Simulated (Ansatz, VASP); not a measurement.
Re: VASP beside Ansatz

```
Re
1.0
     2.78471    0.00000    0.00000
    -1.39235    2.41163    0.00000
     0.00000    0.00000    8.99804
Re
4
Cartesian
  1.3924 0.8039 6.7485
  0.0000 0.0000 4.4990
  0.0000 1.6078 2.2495
  0.0000 0.0000 0.0000
```

Change from the starting cell: volume scaled by 1.02.

Alike in both runs: task single point; functional LDA; k mesh 11 × 11 × 3; occupations fermi-dirac, width 0.05 eV; no spin polarisation.

```csv
,VASP,Ansatz
version,VASP 6.6.1,Ansatz 0.2.0
potentials or method,"VASP PAW LDA potentials, release 64 (Re), cutoff 520 eV","all-electron LAPW, scalar-relativistic"
```

VASP gave:

* gap on the k mesh at the Fermi level (eV): none
* pressure (GPa): -18.2
* largest component of the traceless stress (GPa): 0.16

Task: Estimate Ansatz's values.

Result: gap on the k mesh at the Fermi level (eV): none; pressure (GPa): -19.0; largest component of the traceless stress (GPa): 0.09.

A gap of «none» marks a metal or a gap that the smearing closes. Ansatz ran all-electron here, so the differences hold the error of VASP's frozen core and of both bases.

Caveats: so large a pressure means that the cell lies far from this level's equilibrium, or that cutoff or potentials fall short (VASP). The runs have no spin-orbit coupling, so splittings on Re are missing.
